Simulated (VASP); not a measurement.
# MgB2 (P6/mmm) in VASP: band structure with PBE

Aim: the band structure of MgB2 with PBE.

All numbers are computed with VASP 6.6.1; they aren't measurements. Logs are shortened: lines on timing, memory, paths and dates and some standing lists are left out, and cuts for length are marked.

## Step 1: The structure

It takes space group P6/mmm (No. 191, hexagonal). Conventional cell: a = 3.073 Å, b = 3.073 Å, c = 3.532 Å, α = 90.00°, β = 90.00°, γ = 120.00°. Mg (site symmetry 6/mmm) has 12 B at 2.50 Å as nearest neighbours. B (site symmetry -6m2) has 3 B at 1.77 Å as nearest neighbours.

## Step 2: Band structure, PBE

INCAR

```
SYSTEM = MgB2
PREC = Accurate ; ENCUT = 520
EDIFF = 1E-6 ; ISMEAR = 0
SIGMA = 0.1 ; LREAL = .False.
LASPH = .True. ; NELM = 100
ALGO = Fast ; ISIF = 2
LWAVE = .False. ; LCHARG = .False.
GGA = PE ; NBANDS = 11
```

KPOINTS

```
regular mesh
0
Gamma
  15 15 12
  0 0 0
```

POSCAR

```
MgB2
1.0
    3.0728980000      0.0000000000      0.0000000000
   -1.5364490000      2.6612080000      0.0000000000
    0.0000000000      0.0000000000      3.5320020000
Mg B
1 2
Direct
    0.0000000000      0.0000000000      0.0000000000
    0.3333333000      0.6666667000      0.5000000000
    0.6666667000      0.3333333000      0.5000000000
```

KPOINTS_OPT

```
path GMKGALHA,LM,KH
15
line-mode
reciprocal
 0.0000000000  0.0000000000  0.0000000000  G
 0.5000000000  0.0000000000  0.0000000000  M

 0.5000000000  0.0000000000  0.0000000000  M
 0.3333333333  0.3333333333  0.0000000000  K

 0.3333333333  0.3333333333  0.0000000000  K
 0.0000000000  0.0000000000  0.0000000000  G

 0.0000000000  0.0000000000  0.0000000000  G
 0.0000000000  0.0000000000  0.5000000000  A

 0.0000000000  0.0000000000  0.5000000000  A
 0.5000000000  0.0000000000  0.5000000000  L

 0.5000000000  0.0000000000  0.5000000000  L
 0.3333333333  0.3333333333  0.5000000000  H

 0.3333333333  0.3333333333  0.5000000000  H
 0.0000000000  0.0000000000  0.5000000000  A

 0.5000000000  0.0000000000  0.5000000000  L
 0.5000000000  0.0000000000  0.0000000000  M

 0.3333333333  0.3333333333  0.0000000000  K
 0.3333333333  0.3333333333  0.5000000000  H
```

Potentials or basis: VASP PAW PBE potentials, release 64 (Mg, B).

Run with:

```bash
$ cat potpaw_PBE.64/Mg/POTCAR potpaw_PBE.64/B/POTCAR > POTCAR
$ mpirun -np 1 vasp_std > vasp.out
```

OUTCAR:

```text
SYSTEM = MgB2
   PREC = Accurate
   ENCUT = 520
   EDIFF = 1E-6
   ISMEAR = 0
   LREAL = .False.
   LASPH = .True.
   NELM = 100
   ISIF = 2
   GGA = PE

 ion  position               nearest neighbor table
   1  0.000  0.000  0.000-   2 2.50   3 2.50   2 2.50   3 2.50   3 2.50   3 2.50   2 2.50   2 2.50
                             3 2.50   3 2.50   2 2.50   2 2.50
   2  0.333  0.667  0.500-   3 1.77   3 1.77   3 1.77   1 2.50   1 2.50   1 2.50   1 2.50   1 2.50
                             1 2.50
   3  0.667  0.333  0.500-   2 1.77   2 1.77   2 1.77   1 2.50   1 2.50   1 2.50   1 2.50   1 2.50
                             1 2.50

  LATTYP: Found a hexagonal cell.
 ALAT       =     3.0728980000
 C/A-ratio  =     1.1494042432

  Lattice vectors:

 A1 = (   3.0728980000,   0.0000000000,   0.0000000000)
 A2 = (  -1.5364490000,   2.6612080000,   0.0000000000)
 A3 = (   0.0000000000,   0.0000000000,   3.5320020000)

Analysis of symmetry for initial positions (statically):
=====================================================================
 Subroutine PRICEL returns:
 Original cell was already a primitive cell.

 Routine SETGRP: Setting up the symmetry group for a
 hexagonal supercell.

 Subroutine GETGRP returns: Found 24 space group operations
 (whereof 24 operations were pure point group operations)
 out of a pool of 24 trial point group operations.

The static configuration has the point symmetry D_6h.

Analysis of symmetry for dynamics (positions and initial velocities):
=====================================================================
 Subroutine PRICEL returns:
 Original cell was already a primitive cell.

 Routine SETGRP: Setting up the symmetry group for a
 hexagonal supercell.

 Subroutine GETGRP returns: Found 24 space group operations
 (whereof 24 operations were pure point group operations)
 out of a pool of 24 trial point group operations.

The dynamic configuration has the point symmetry D_6h.

 Subroutine INISYM returns: Found 24 space group operations
 (whereof 24 operations are pure point group operations),
 and found     1 'primitive' translations

----------------------------------------------------------------------------------------

                                     Primitive cell

  volume of cell :      28.8834

  direct lattice vectors                    reciprocal lattice vectors
     3.072898000  0.000000000  0.000000000     0.325425706  0.187884600  0.000000000
    -1.536449000  2.661208000  0.000000000     0.000000000  0.375769200  0.000000000
     0.000000000  0.000000000  3.532002000     0.000000000  0.000000000  0.283125547

  length of vectors
     3.072898000  3.072898233  3.532002000     0.375769228  0.375769200  0.283125547

  position of ions in fractional coordinates (direct lattice)
     0.000000000  0.000000000  0.000000000
     0.333333300  0.666666700  0.500000000
     0.666666700  0.333333300  0.500000000

  ion indices of the primitive-cell ions
   primitive index   ion index
                 1           1
                 2           2
                 3           3

----------------------------------------------------------------------------------------

 KPOINTS: regular mesh

Automatic generation of k-mesh.
 Grid dimensions read from file:
 generate k-points for:   15   15   12

 Generating k-lattice:

  Cartesian coordinates                     Fractional coordinates (reciprocal lattice)
     0.021695047  0.012525640  0.000000000     0.066666667 -0.000000000  0.000000000
     0.000000000  0.025051280  0.000000000     0.000000000  0.066666667  0.000000000
     0.000000000  0.000000000  0.023593796     0.000000000  0.000000000  0.083333333

  Length of vectors
     0.025051282  0.025051280  0.023593796

  Shift w.r.t. Gamma in fractional coordinates (k-lattice)
     0.000000000  0.000000000  0.000000000

 Subroutine IBZKPT returns following result:
 ===========================================

 Found    189 irreducible k-points:

 Following reciprocal coordinates:
            Coordinates               Weight
  0.000000  0.000000  0.000000      1.000000
  0.066667  0.000000  0.000000      6.000000
  0.133333  0.000000  0.000000      6.000000
  0.200000  0.000000  0.000000      6.000000
  0.266667  0.000000  0.000000      6.000000
  0.333333 -0.000000  0.000000      6.000000
[... 16 lines left out ...]
  0.333333  0.200000  0.000000     12.000000
  0.400000  0.200000  0.000000      6.000000
 [... further k-points ...]
   k-points           NKPTS =    189   k-points in BZ     NKDIM =    189   number of bands    NBANDS=     11
   number of dos      NEDOS =    301   number of ions     NIONS =      3
   total plane-waves  NPLWV =  16128
   dimension x,y,z NGX =    24 NGY =   24 NGZ =   28
   dimension x,y,z NGXF=    48 NGYF=   48 NGZF=   56
   ions per type =               1   2
   NGX,Y,Z   is equivalent  to a cutoff of  12.98, 12.98, 13.18 a.u.
   NGXF,Y,Z  is equivalent  to a cutoff of  25.97, 25.97, 26.36 a.u.
 SYSTEM =  MgB2
   PREC   = accura    normal or accurate (medium, high low for compatibility)
   ISTART =      0    job   : 0-new  1-cont  2-samecut
   ICHARG =      2    charge: 1-file 2-atom 10-const
   ISPIN  =      1    spin polarized calculation?
   LNONCOLLINEAR =      F non collinear calculations
   LSORBIT =      F    spin-orbit coupling
   LASPH  =      T    aspherical Exc in radial PAW
   ENCUT  =  520.0 eV  38.22 Ry    6.18 a.u.   5.71  5.71  6.57*2*pi/ulx,y,z
   NELM   =    100;   NELMIN=  2; NELMDL= -5     # of ELM steps
   EDIFF  = 0.1E-05   stopping-criterion for ELM
   LREAL  =      F    real-space projection
   EDIFFG = 0.1E-04   stopping-criterion for IOM
   NSW    =      0    number of steps for IOM
   IBRION =     -1    ionic relax: 0-MD 1-quasi-New 2-CG
   NFREE  =      0    steps in history (QN), initial steepest desc. (CG)
   ISIF   =      2    stress and relaxation
   ISYM   =      2    0-nonsym 1-usesym 2-fastsym
   POTIM  = 0.5000    time-step for ionic-motion
   TEBEG  =    0.0;   TEEND  =   0.0 temperature during run
   PSTRESS=    0.0 pullay stress
   NELECT =       8.0000    total number of electrons
   NUPDOWN=      -1.0000    fix difference up-down
   EMIN   =  10.00;   EMAX   =-10.00  energy-range for DOS
   EFERMI =   0.00;   METHOD = LEGACY
   ISMEAR =     0;   SIGMA  =   0.10  broadening in eV -4-tet -1-fermi 0-gaus
   EFERMI_NEDOS =   21; number of points for ismear=-14 and -15
   IALGO  =     68    algorithm
   IMIX   =      4    mixing-type and parameters
     AMIX     =   0.40;   BMIX     =  1.00
     AMIX_MAG =   1.60;   BMIX_MAG =  1.00
  volume/ion in A,a.u.               =       9.63        64.97
  Fermi-wavevector in a.u.,A,eV,Ry     =   1.067142  2.016606 15.494205  1.138792
  Thomas-Fermi vector in A             =   2.202749
   LORBIT       =      0    0 simple, 1 ext, 2 COOP (PROOUT), +10 PAW based schemes
   GGA     = PE    functional components
   LHFCALC =     F    Hartree Fock is set to
   AEXX    =    0.0000 exact exchange contribution
   IVDW    =     0    specifies the selected vdW correction
   LEPSILON=     F    determine dielectric tensor
   LRPA    =     F    only Hartree local field effects (RPA)
 non-spin polarized calculation
 RMM-DIIS sequential band-by-band and
 Gauss-broadening in eV      SIGMA  =   0.10
  energy-cutoff  :      520.00
  volume of cell :       28.88
 maximum number of plane-waves:       793
 NGX is ok and might be reduce to    24
   NGX = 11   NGY = 11   NGZ = 13

 number of electron       8.0000000 magnetization

 Free energy of the ion-electron system (eV)
  ---------------------------------------------------
  ext. energy  EPLUGINS =         0.00000000
  ---------------------------------------------------
  free energy    TOTEN  =       -15.32519184 eV

  energy without entropy =      -15.32146219  energy(sigma->0) =      -15.32332701

 E-fermi :   5.2918     XC(G=0): -10.9295

 val. band max:        5.2910676685   @ k =   0.0667   0.0000   0.0000
 cond. band min:       5.2970454037   @ k =   0.1333   0.0000   0.3333
 fundamental gap:      0.0059777352
 Fermi energy:         5.2918087102

 k-point     1 :       0.0000    0.0000    0.0000
  band No.  band energies     occupation
      1      -7.1500      2.00000
      2       2.2905      2.00000
      3       5.6942      0.00000
      4       5.6942      0.00000
      5       6.8648      0.00000
      6      11.6882      0.00000
      7      11.6882      0.00000
      8      13.5388      0.00000
      9      15.3177      0.00000
     10      18.0930      0.00000
     11      21.4713      0.00000

 k-point     2 :       0.0667    0.0000    0.0000
  band No.  band energies     occupation
      1      -7.0723      2.00000
      2       2.3666      2.00000
      3       5.2911      1.00836
      4       5.5051      0.00256
      5       6.9345      0.00000
      6      11.6411      0.00000
      7      12.0347      0.00000
      8      13.7044      0.00000
      9      15.0354      0.00000
     10      18.4885      0.00000
     11      21.0785      0.00000

 k-point     3 :       0.1333    0.0000    0.0000
  band No.  band energies     occupation
      1      -6.8398      2.00000
      2       2.5938      2.00000
      3       4.2773      2.00000
      4       5.0480      1.99944
      5       7.1507      0.00000
      6      11.3959      0.00000
      7      12.9596      0.00000
      8      14.1715      0.00000
      9      14.2513      0.00000
     10      19.5302      0.00000
     11      20.2853      0.00000
[... 267 lines left out ...]
 k-point    23 :       0.3333    0.2000    0.0000
  band No.  band energies     occupation
      1      -3.4933      2.00000
      2      -1.2832      2.00000
      3       0.9846      2.00000
      4       5.6565      0.00000
      5       8.4926      0.00000
      6      10.3208      0.00000
      7      11.7239      0.00000
      8      13.4715      0.00000
      9      14.9778      0.00000
     10      17.1525      0.00000
     11      18.1438      0.00000

 k-point    24 :       0.4000    0.2000    0.0000
  band No.  band energies     occupation
      1      -2.7772      2.00000
      2      -2.0956      2.00000
      3       0.8904      2.00000
      4       6.0535      0.00000
      5       8.0125      0.00000
      6      10.8889      0.00000
      7      11.2466      0.00000
      8      13.3962      0.00000
      9      14.8272      0.00000
     10      17.1555      0.00000
     11      19.1372      0.00000

 [... further k-points ...]

------------------------ aborting loop because EDIFF is reached ----------------------------------------

  FORCE on cell =-STRESS in cart. coord.  units (eV):
  Direction    XX          YY          ZZ          XY          YZ          ZX
  --------------------------------------------------------------------------------------
  -------------------------------------------------------------------------------------
  Total       -0.0358889     -0.0358889     -0.0680552      0.0000000      0.0000000     -0.0000000
  in kB       -1.9907768     -1.9907772     -3.7750606      0.0000000      0.0000000     -0.0000000
  external PRESSURE =      -2.5855382 kB  Pullay stress =       0.0000000 kB

 VOLUME and BASIS-vectors are now :
 -----------------------------------------------------------------------------
  energy-cutoff  :      520.00
  volume of cell :       28.88
      direct lattice vectors                 reciprocal lattice vectors
     3.072898000  0.000000000  0.000000000     0.325425706  0.187884600  0.000000000
    -1.536449000  2.661208000  0.000000000     0.000000000  0.375769200  0.000000000
     0.000000000  0.000000000  3.532002000     0.000000000  0.000000000  0.283125547

 POSITION                                       TOTAL-FORCE (eV/Angst)
 -----------------------------------------------------------------------------------
      0.00000      0.00000      0.00000        -0.000000      0.000000      0.000000
     -0.00000      1.77414      1.76600        -0.000000      0.000000      0.000000
      1.53645      0.88707      1.76600         0.000000      0.000000     -0.000000
 -----------------------------------------------------------------------------------
    total drift:                                0.000000     -0.000000     -0.000000

  FREE ENERGIE OF THE ION-ELECTRON SYSTEM (eV)
  ---------------------------------------------------
  free  energy   TOTEN  =       -15.3251918406 eV

  energy  without entropy=      -15.3214621854  energy(sigma->0) =      -15.32332701
```

Wall time 43 s (1 thread of Intel Xeon Platinum 8259CL at 2.50GHz (Skylake/Cascade Lake), shared host); peak memory 0.23 GiB.

Results:

* Free energy: -15.3252 eV
* Pressure: -0.3 GPa
* Band gap along the path: none (metal or under the smearing width)

Levels at the corners of the path, in eV from the Fermi level:
| point | band 2 | band 3 | band 4 | band 5 | band 6 | band 7 |
| --- | --- | --- | --- | --- | --- | --- |
| Γ | -3.00 | 0.40 | 0.40 | 1.57 | 6.40 | 6.40 |
| M | -7.83 | -2.15 | 0.18 | 3.06 | 3.94 | 5.28 |
| M | -7.83 | -2.15 | 0.18 | 3.06 | 3.94 | 5.28 |
| K | -7.25 | -5.85 | 1.78 | 1.78 | 6.14 | 6.14 |
| K | -7.25 | -5.85 | 1.78 | 1.78 | 6.14 | 6.14 |
| Γ | -3.00 | 0.40 | 0.40 | 1.57 | 6.40 | 6.40 |
| Γ | -3.00 | 0.40 | 0.40 | 1.57 | 6.40 | 6.40 |
| A | -7.45 | 0.77 | 0.77 | 6.71 | 6.71 | 8.06 |
| A | -7.45 | 0.77 | 0.77 | 6.71 | 6.71 | 8.06 |
| L | -6.94 | -3.56 | -1.87 | -1.28 | 5.79 | 8.85 |
| L | -6.94 | -3.56 | -1.87 | -1.28 | 5.79 | 8.85 |
| H | -6.37 | -5.19 | -1.99 | -1.99 | 3.60 | 11.72 |
| H | -6.37 | -5.19 | -1.99 | -1.99 | 3.60 | 11.72 |
| A | -7.45 | 0.77 | 0.77 | 6.71 | 6.71 | 8.06 |
| L | -6.94 | -3.56 | -1.87 | -1.28 | 5.79 | 8.85 |
| M | -7.83 | -2.15 | 0.18 | 3.06 | 3.94 | 5.28 |
| K | -7.25 | -5.85 | 1.78 | 1.78 | 6.14 | 6.14 |
| H | -6.37 | -5.19 | -1.99 | -1.99 | 3.60 | 11.72 |
